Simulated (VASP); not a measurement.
A run of VASP 6.6.1:

INCAR

```
SYSTEM = Re
PREC = Accurate ; ENCUT = 520
EDIFF = 1E-7 ; ISMEAR = 0
SIGMA = 0.1 ; LREAL = .FALSE.
LASPH = .TRUE. ; NELM = 100
ALGO = Normal ; ISIF = 2
LWAVE = .FALSE. ; LCHARG = .TRUE.
GGA = PS ; LELF = .TRUE.
LVHAR = .TRUE.
```

KPOINTS

```
Automatic mesh
0
G
  18 18 18
  0 0 0
```

POSCAR

```
Re
1.0
    0.0000000000      1.9442962900      1.9442962900
    1.9442962900      0.0000000000      1.9442962900
    1.9442962900      1.9442962900      0.0000000000
Re
1
Direct
    0.0000000000      0.0000000000      0.0000000000
```

Potentials or basis: VASP PAW PBE potentials, release 64 (Re).

Command:

```sh
$ cat potpaw_PBE.64/Re/POTCAR > POTCAR
$ mpirun -np 1 vasp_std > vasp.out
```

Hardware: 1 thread of Intel(R) Xeon(R) Platinum 8175M CPU @ 2.50GHz (Skylake/Cascade Lake) (shared host).

Problem. How long does it take, and how much memory?

Solution. Run time: 21 s on 1 thread of Intel(R) Xeon(R) Platinum 8175M CPU @ 2.50GHz (Skylake/Cascade Lake), on a shared host, peak memory 0.14 GiB. Counts: scf iterations 13, k points 195.
